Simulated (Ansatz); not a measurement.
The system is Si.

```xyz
2
Lattice="0.0000 2.7219 2.7219 2.7219 0.0000 2.7219 2.7219 2.7219 0.0000" Properties=species:S:1:pos:R:3 pbc="T T T"
Si    2.7219    2.7219    2.7219
Si    4.0828    4.0828    4.0828
```

```yaml
Program: Ansatz 0.2.0
Task: relaxation of cell and atoms
Functional: LDA
Potentials_or_basis: Ansatz PAW
Cutoff: "420 eV (not typed: the program's choice for these potentials)"
k_mesh: 8 × 8 × 8
Occupations: fermi-dirac, width 0.05 eV
Spin: no spin polarisation
```

At the start: volume 20.16 Å³/atom.

Where does the relaxation end?

It ends after 4 steps and the volume is 19.70 Å³/atom (-2.3 %); space group Fd-3m (No. 227, to 0.05 Å).

The path:
```csv
step,energy change (eV),largest force (eV/Å),volume (Å³)
1,0.0000,0.0000,40.33
2,-0.0060,0.0000,39.63
3,-0.0064,0.0000,39.41
4,-0.0062,0.0000,39.41
```

Final structure:
```yaml
crystal:
  lattice:
    - [0.00000, 2.70096, 2.70096]
    - [2.70096, 0.00000, 2.70096]
    - [2.70096, 2.70096, 0.00000]
  atoms:
    - { symbol: Si, position: [0.50000, 0.50000, 0.50000] }
    - { symbol: Si, position: [0.75000, 0.75000, 0.75000] }
```

Caveat: the plane-wave basis is chosen anew once the cell has moved, so the energies of steps on either side of that aren't comparable; the PAW data sets come from PBE, with cores solved anew for the run's functional, which leaves a small shift of forces and pressure.
